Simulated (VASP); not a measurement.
Wanted: the native input for a VASP 6.6.1 run.

| Quantity | Value |
| --- | --- |
| Task | relaxation of cell and atoms |
| Functional | r2SCAN |
| Potentials or basis | VASP PAW PBE potentials, release 64 (Ca_sv) |
| Cutoff | 600 eV |
| k mesh | 6 × 6 × 6 |
| Occupations | fermi-dirac, width 0.02 eV |
| Spin | no spin polarisation |
| Further INCAR settings | ALGO = Normal; EDIFF = 1e-06; IBRION = 2; EDIFFG = -0.02; NSW = 60; ISIF = 3 |

The structure of Ca lies in Ca.cif:

```cif
data_Ca
_cell_length_a 4.48000000
_cell_length_b 4.48000000
_cell_length_c 4.48000000
_cell_angle_alpha 90.00000000
_cell_angle_beta 90.00000000
_cell_angle_gamma 90.00000000
_space_group_name_H-M_alt 'Im-3m'
_space_group_name_Hall '-I 4 2 3'
_space_group_IT_number 229
loop_
_space_group_symop_operation_xyz
'x,y,z'
'-x,-y,-z'
'-y,x,z'
'y,-x,-z'
'-x,-y,z'
'x,y,-z'
'y,-x,z'
'-y,x,-z'
'x,-y,-z'
'-x,y,z'
'-y,-x,-z'
'y,x,z'
'-x,y,-z'
'x,-y,z'
'y,x,-z'
'-y,-x,z'
'z,x,y'
'-z,-x,-y'
'z,-y,x'
'-z,y,-x'
'z,-x,-y'
'-z,x,y'
'z,y,-x'
'-z,-y,x'
'-z,x,-y'
'z,-x,y'
'-z,-y,-x'
'z,y,x'
'-z,-x,y'
'z,x,-y'
'-z,y,x'
'z,-y,-x'
'y,z,x'
'-y,-z,-x'
'x,z,-y'
'-x,-z,y'
'-y,z,-x'
'y,-z,x'
'-x,z,y'
'x,-z,-y'
'-y,-z,x'
'y,z,-x'
'-x,-z,-y'
'x,z,y'
'y,-z,-x'
'-y,z,x'
'x,-z,y'
'-x,z,-y'
'x+1/2,y+1/2,z+1/2'
'-x+1/2,-y+1/2,-z+1/2'
'-y+1/2,x+1/2,z+1/2'
'y+1/2,-x+1/2,-z+1/2'
'-x+1/2,-y+1/2,z+1/2'
'x+1/2,y+1/2,-z+1/2'
'y+1/2,-x+1/2,z+1/2'
'-y+1/2,x+1/2,-z+1/2'
'x+1/2,-y+1/2,-z+1/2'
'-x+1/2,y+1/2,z+1/2'
'-y+1/2,-x+1/2,-z+1/2'
'y+1/2,x+1/2,z+1/2'
'-x+1/2,y+1/2,-z+1/2'
'x+1/2,-y+1/2,z+1/2'
'y+1/2,x+1/2,-z+1/2'
'-y+1/2,-x+1/2,z+1/2'
'z+1/2,x+1/2,y+1/2'
'-z+1/2,-x+1/2,-y+1/2'
'z+1/2,-y+1/2,x+1/2'
'-z+1/2,y+1/2,-x+1/2'
'z+1/2,-x+1/2,-y+1/2'
'-z+1/2,x+1/2,y+1/2'
'z+1/2,y+1/2,-x+1/2'
'-z+1/2,-y+1/2,x+1/2'
'-z+1/2,x+1/2,-y+1/2'
'z+1/2,-x+1/2,y+1/2'
'-z+1/2,-y+1/2,-x+1/2'
'z+1/2,y+1/2,x+1/2'
'-z+1/2,-x+1/2,y+1/2'
'z+1/2,x+1/2,-y+1/2'
'-z+1/2,y+1/2,x+1/2'
'z+1/2,-y+1/2,-x+1/2'
'y+1/2,z+1/2,x+1/2'
'-y+1/2,-z+1/2,-x+1/2'
'x+1/2,z+1/2,-y+1/2'
'-x+1/2,-z+1/2,y+1/2'
'-y+1/2,z+1/2,-x+1/2'
'y+1/2,-z+1/2,x+1/2'
'-x+1/2,z+1/2,y+1/2'
'x+1/2,-z+1/2,-y+1/2'
'-y+1/2,-z+1/2,x+1/2'
'y+1/2,z+1/2,-x+1/2'
'-x+1/2,-z+1/2,-y+1/2'
'x+1/2,z+1/2,y+1/2'
'y+1/2,-z+1/2,-x+1/2'
'-y+1/2,z+1/2,x+1/2'
'x+1/2,-z+1/2,y+1/2'
'-x+1/2,z+1/2,-y+1/2'
loop_
_atom_site_label
_atom_site_type_symbol
_atom_site_symmetry_multiplicity
_atom_site_Wyckoff_symbol
_atom_site_fract_x
_atom_site_fract_y
_atom_site_fract_z
_atom_site_occupancy
Ca1 Ca 2 a 0.0000000000 0.0000000000 0.0000000000 1
```

The structure of Ca lies in POSCAR:

```
Ca
 1.0000000000000000
     4.4800000000000004    0.0000000000000000    0.0000000000000000
     0.0000000000000000    4.4800000000000004    0.0000000000000000
     0.0000000000000000    0.0000000000000000    4.4800000000000004
 Ca 
   2
Cartesian
  0.0000000000000000  0.0000000000000000  0.0000000000000000
  2.2400000000000002  2.2400000000000002  2.2400000000000002
```

This isn't the form of Ca at room conditions, which is fcc.

These files were run (other wordings do the same):

INCAR

```
PREC = Accurate
ENCUT = 600
EDIFF = 1E-6
ISMEAR = -1
SIGMA = 0.02
LREAL = F
LASPH = T
NELM = 80
ALGO = Normal
ISIF = 3
LWAVE = F
LCHARG = F
METAGGA = R2SCAN
LMIXTAU = T
IBRION = 2
NSW = 60
EDIFFG = -0.02
```

KPOINTS

```
regular mesh
0
Gamma
  6 6 6
```

Potentials or basis: VASP PAW PBE potentials, release 64 (Ca_sv).

The run is started by

```console
$ ase convert -i cif -o vasp Ca.cif POSCAR
$ cat potpaw_PBE.64/Ca_sv/POTCAR > POTCAR
$ mpirun -np 1 vasp_std > vasp.out
```

Results of the run:

The relaxed volume is 43.87 Å³/atom, the relaxed cell is a = 4.444 Å, b = 4.444 Å, c = 4.444 Å, α = 90.00°, β = 90.00°, γ = 90.00° and the space group after relaxing (to 0.05 Å) is Im-3m (No. 229). The energy gained by relaxing is 1.6 meV/atom. The ionic steps are 3. The pressure after relaxing is 0.0 GPa and the band gap on the k mesh is none (metal or under the smearing width).

Caveat: the PAW data sets were made with another functional, which shifts forces and pressure a little.

Wall time 5 min on 1 thread of Intel(R) Xeon(R) Platinum 8488C (Sapphire Rapids) (shared host), peak memory 0.23 GiB.
